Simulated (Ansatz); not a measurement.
Ge:

```
Ge
1.0
     4.00312    0.00000    0.00000
    -2.00156    3.46680    0.00000
     0.00000    0.00000   13.15671
Ge
8
Direct
  0.33333 0.66667 0.15594
  0.66667 0.33333 0.84406
  0.66667 0.33333 0.65594
  0.33333 0.66667 0.34406
  0.00000 0.00000 0.09315
  0.00000 0.00000 0.90685
  0.00000 0.00000 0.59315
  0.00000 0.00000 0.40685
```

This isn't the form of Ge at room conditions, which is diamond.

Base run:

| Item | Value |
| --- | --- |
| Program | Ansatz 0.2.0 |
| Functional | PBEsol |
| Potentials or basis | Ansatz PAW |
| Cutoff | 420 eV |
| Density cutoff | 1680 eV |
| k mesh | 8 × 8 × 2 |
| Occupations | fermi-dirac, width 0.05 eV |
| Spin | no spin polarisation |

Its results: pressure 0.0 GPa; largest force 0.004 eV/Å.

Problem. The run is repeated on the same cell with these changes: functional from PBEsol to LDA. What comes out?

Solution. Pressure -1.9 GPa; largest force 0.015 eV/Å.

LDA binds more tightly than PBEsol, so the same cell stands under less pressure.

Caveats: the PAW data sets come from PBE, with cores solved anew for the run's functional, which leaves a small shift of forces and pressure.

Not every run made on this cell is shown here.
